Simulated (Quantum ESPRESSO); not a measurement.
**Sn under changes of volume**

One of the cells (27.650 Å³/atom); the others are scaled copies at fixed shape and fractional positions:

```
Sn
1.0
    -2.94014    2.94014    1.59930
     2.94014   -2.94014    1.59930
     2.94014    2.94014   -1.59930
Sn
2
Direct
  0.00000 0.00000 0.00000
  0.75000 0.25000 0.50000
```

| Quantity | Value |
| --- | --- |
| Program | Quantum ESPRESSO 7.5 |
| Functional | LDA |
| Potentials or basis | GBRV 1.5 LDA |
| Cutoff | 925 eV |
| Density cutoff | 7401 eV |
| k mesh | 9 × 9 × 9 |
| Occupations | fermi-dirac, width 0.05 eV |
| Spin | no spin polarisation |

| volume (Å³/atom) | energy over the lowest point (meV/atom) | pressure (GPa) |
| --- | --- | --- |
| 25.991 | 0.00 | 0.2 |
| 26.544 | ? | ? |
| 27.097 | 5.43 | -2.2 |
| 27.650 | 13.74 | -3.1 |
| 28.203 | 25.25 | -4.0 |
| 28.756 | 39.56 | -4.8 |
| 29.309 | 56.40 | -5.4 |

Problem. What does the run at 26.544 Å³/atom give?

Solution. Energy over the lowest point 0.73 meV/atom; pressure -1.1 GPa.

Worked out: A Birch-Murnaghan fit of order 3 (a polynomial in V^(-2/3)) to the other rows has its minimum at 26.18 Å³/atom with B0 = V·E''(V) = 60 GPa and B' = 4.6 at fixed shape and positions, which overstates the stiffness. It gives 0.70 meV/atom at 26.544 Å³/atom, against the run's 0.73, and -dE/dV = -0.8 GPa, against -1.1.

Energies are extrapolated to zero smearing.
